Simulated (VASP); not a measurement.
A run of VASP 6.6.1 is set up as follows.

File INCAR:

```
ALGO     = Normal         # electronic algorithm
EDIFF    = 1E-8           # SCF threshold, eV
ENCUT    = 600            # plane-wave cutoff, eV
GGA      = PS             # functional
ISIF     = 2              # what is computed and relaxed
ISMEAR   = 0              # smearing method
LASPH    = T              # aspherical terms in the spheres
LCHARG   = F              # write CHGCAR
LEPSILON = T              # dielectric tensor by DFPT
LREAL    = F              # projectors in reciprocal space
LWAVE    = F              # write WAVECAR
NELM     = 80             # most SCF steps
PREC     = Accurate       # precision mode
SIGMA    = 0.03           # smearing width, eV
```

Contents of KPOINTS:

```
k-points
0
Monkhorst-Pack
  12 12 12
```

Contents of POSCAR:

```
TePb                                    
1.0
    0.0000000000      3.2218515830      3.2218515830
    3.2218515830      0.0000000000      3.2218515830
    3.2218515830      3.2218515830      0.0000000000
  Te              Pb            
     1     1
Direct
     0.5000000000000000    0.5000000000000000    0.5000000000000000
     0.0000000000000000    0.0000000000000000    0.0000000000000000
```

Potentials or basis: VASP PAW PBE potentials, release 64 (Te, Pb_d).

Launch:

```console
$ cat potpaw_PBE.64/Te/POTCAR potpaw_PBE.64/Pb_d/POTCAR > POTCAR
$ mpirun -np 1 vasp_std > vasp.out
```

Q: Predict the electronic dielectric tensor (diagonal).

A: 30.40.

Q: Predict the Born charges (mean of the diagonal).

A: Te -5.89; Pb +5.89 e.

Electronic dielectric tensor:
```
30.40  0.00  0.00
 0.00 30.40  0.00
 0.00  0.00 30.40
```

 Spin-orbit coupling is left out, which matters for the levels of Pb, Te.

**The experiment to reproduce.**

A printed reference work, monograph reports, for a bulk crystal of TePb at 300 K: high-frequency dielectric constant 32.8.

Measured high-frequency dielectric constant of TePb: 32.8 (300 K; a printed reference work, monograph). This calculation gives 30.40 (-7.3 %). 2 values of this kind are on record (32.8 to 36.9); this one was drawn at random.
